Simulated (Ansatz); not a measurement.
**Pt (Im-3m), two-dimensional strain map**

The calculation used DFT PBE, scalar-relativistic, plane waves, PAW in Ansatz 0.2.0. The runs took a 420 eV cutoff, a Γ-centred 22×22×22 mesh and Gaussian smearing (0.15 eV). Spin–orbit coupling is left out, which can shift energies with elements as heavy as these. No spin polarisation. Energies are free energies at this smearing, counted from the undisturbed cell; pressure is positive in compression.

The undisturbed cell (as given, not relaxed at this level; it stands at -1.0 GPa; this bcc form isn't the usual structure):

```
CELL_PARAMETERS angstrom
-1.58422 1.58422 1.58422
1.58422 -1.58422 1.58422
1.58422 1.58422 -1.58422
ATOMIC_POSITIONS crystal
Pt 0.00000 0.00000 0.00000
```

The cell is strained by p along both x and y and by q along z, fractional coordinates fixed. Points are written (p, q).

Energy above the undisturbed cell in meV/atom (a dash: not computed):

```csv
p \ q,-0.080,-0.040,0.000,0.040,0.080
-0.080,937.9,603.9,?,163.2,36.3
-0.040,356.8,187.4,?,-0.3,?
0.000,55.2,10.3,0.0,17.0,58.1
0.040,-46.5,0.7,68.9,151.9,?
0.080,-4.7,106.4,231.5,362.2,496.0
```

Question: Fill in the withheld energies.

Answer: (-0.080, 0.000): 348.8; (-0.040, 0.000): 70.8; (-0.040, 0.080): -30.9; (0.040, 0.080): 246.7.

Cost: 25 runs of about 3.6 core-minutes in all, on Arm Neoverse V1 (shared hosts).